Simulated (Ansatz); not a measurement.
# AlGaN2: do energies and stresses tell the same story?

Computed with DFT r2SCAN, scalar-relativistic, plane waves, PAW in Ansatz 0.2.0.

Settings: cutoff 500 eV, Γ-centred mesh 8×8×6 on the computed 4-atom cell, Gaussian smearing of 0.02 eV; no spin polarisation.

Relaxed cell: P-4m2, a = 3.139 Å, b = 3.139 Å, c = 4.422 Å, α = 90.00°, β = 90.00°, γ = 90.00°, 4 atoms in the primitive cell. Whether it is the stable form of this composition wasn't checked.

Energies at zero smearing and pressures from the stress tensor, at volumes with shape and atoms relaxed:
| V (Å³/atom) | E − E(first) (meV/atom) | P (GPa) |
| --- | --- | --- |
| 9.584 | 0.00 | 33.68 |
| 9.910 | -57.77 | 23.24 |
| 10.237 | -95.81 | 14.29 |
| 10.564 | -116.92 | 6.61 |
| 10.890 | -123.49 | 0.01 |
| 11.217 | -117.58 | -5.66 |
| 11.544 | -100.94 | -10.53 |
| 11.979 | -64.67 | -15.96 |

Task: Check P = −dE/dV between neighbouring volumes, and get the bulk modulus from the pressures alone.

Result: With 1 eV/Å³ = 160.2 GPa:
| middle V (Å³/atom) | −ΔE/ΔV (GPa) | mean P (GPa) |
| --- | --- | --- |
| 9.747 | 28.332 | 28.465 |
| 10.074 | 18.652 | 18.770 |
| 10.400 | 10.352 | 10.451 |
| 10.727 | 3.224 | 3.307 |
| 11.054 | -2.901 | -2.829 |
| 11.381 | -8.160 | -8.098 |
| 11.762 | -13.339 | -13.246 |

The two differ by 0.13 GPa at most. The mean of two end pressures misses the average over a step by about ΔV² P″/12, up to 0.13 GPa here; with that taken off 0.00 GPa remains. Around V = 10.890 Å³/atom, the two neighbours give B = −V ΔP/ΔV = 10.890 × 12.27 / 0.653 = 204.5 GPa, against B0 = 203.4 GPa from the Birch–Murnaghan fit of the energies.